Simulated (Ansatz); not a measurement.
# Which way does ZnS + CdSe ⇌ ZnSe + CdS run?

Plane-wave DFT in Ansatz with scalar-relativistic PAW potentials, cutoff 420 eV, Γ-centred meshes chosen by cell and gap, Gaussian smearing with energies taken to zero width. Every cell was relaxed (cell and atoms) in a run of its own, within the symmetry of its start. Functional: PBE.

Total energies hold large constants for each element; a whole number of eV per atom of each element is taken off below, which cancels in a balanced reaction.

```csv
compound,lowest structure computed,structures tried,V (Å³/atom),gap on mesh (eV),"E (eV per formula unit, common shift removed)"
ZnS,F-43m,11,20.15,2.02,-1.7344
CdSe,F-43m,5,29.75,0.49,-1.7968
ZnSe,F-43m,2,23.54,1.15,-1.5364
CdS,P6_3mc,8,26.05,1.11,-1.8301
```

Task: Work out the reaction energy at 0 K.

Result: ΔE = E(ZnSe) + E(CdS) − E(ZnS) − E(CdSe) = 0.165 eV, or 16 kJ per mole of reaction (41 meV/atom). The left side is lower: Zn takes S and Cd takes Se. All four are computed as solids; where they are solids at ordinary conditions entropy changes little. A lower structure that wasn't tried would shift the value, and mixed crystals may lie lower than either side. This functional puts CdSe lowest in F-43m, which isn't its usual phase at room temperature.